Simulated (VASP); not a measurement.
Set up this calculation in VASP 6.6.1, as the native input.

```yaml
Task: relaxation of cell and atoms
Functional: PBE
Potentials_or_basis: VASP PAW PBE potentials, release 64 (In_d, P)
Cutoff: 600 eV
k_mesh: 8 × 8 × 8
Occupations: gaussian, width 0.03 eV
Spin: no spin polarisation
Further_INCAR_settings: ALGO = Normal; EDIFF = 1e-07; IBRION = 2; EDIFFG = -0.005; NSW = 90; ISIF = 3
```

The structure of InP lies in POSCAR:

```
InP                                     
1.0
    0.0000000000      2.9791538216      2.9791538216
    2.9791538216      0.0000000000      2.9791538216
    2.9791538216      2.9791538216      0.0000000000
  In              P             
     1     1
Direct
     0.0000000000000000    0.0000000000000000    0.0000000000000000
     0.2500000000000000    0.2500000000000000    0.2500000000000000
```

The input as run:

INCAR

```
SYSTEM = InP
PREC = Accurate
ENCUT = 600
EDIFF = 1E-7
ISMEAR = 0
SIGMA = 0.03
LREAL = .FALSE.
LASPH = .TRUE.
NELM = 80
ALGO = Normal
ISIF = 3
LWAVE = .FALSE.
LCHARG = .FALSE.
GGA = PE
IBRION = 2
NSW = 90
EDIFFG = -0.005
```

KPOINTS

```
Automatic mesh
0
G
  8 8 8
  0 0 0
```

Potentials or basis: VASP PAW PBE potentials, release 64 (In_d, P).

Command:

```bash
$ cat potpaw_PBE.64/In_d/POTCAR potpaw_PBE.64/P/POTCAR > POTCAR
$ mpirun -np 1 vasp_std > vasp.out
```

Results of the run:

The pressure after relaxing is 0.0 GPa and the band gap on the k mesh is 0.44 eV, direct.

Caveat: the relaxation stopped at its first step, so nothing moved; spin-orbit coupling is left out, which moves the levels of the heavy elements.

Run time: 15 s on 1 thread of Intel(R) Xeon(R) 6975P-C (Granite Rapids), on a shared host, peak memory 0.21 GiB.
